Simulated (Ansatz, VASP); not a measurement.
## GaAs in VASP and in Ansatz

```
Ga As
1.0
     0.00000    2.83309    2.94641
     2.83309    0.00000    2.94641
     2.83309    2.83309    0.00000
Ga As
1 1
Cartesian
  0.0000 0.0000 0.0000
  1.4165 1.4165 1.4732
```

Change from the starting cell: uniaxial_z strain +4.0%.

Alike in both runs: task single point; functional r2SCAN; k mesh 8 × 8 × 8; occupations fermi-dirac, width 0.02 eV; no spin polarisation.

```csv
,VASP,Ansatz
version,VASP 6.6.1,Ansatz 0.2.0
potentials or method,"VASP PAW PBE potentials, release 64 (Ga_d, As)","plane waves, PAW"
plane-wave cutoff (eV),520,500
valence electrons in the cell,18,28
```

VASP gave:

| Property | Result |
| --- | --- |
| pressure (GPa) | -2.5 |
| largest component of the traceless stress (GPa) | 1.84 |

Task: Which values does Ansatz return?

Result: Pressure (GPa): -2.6; largest component of the traceless stress (GPa): 1.85.

The two sets of potentials don't hold the same shells in valence.

Caveats: the PAW data sets were made with another functional, which shifts forces and pressure a little (VASP).
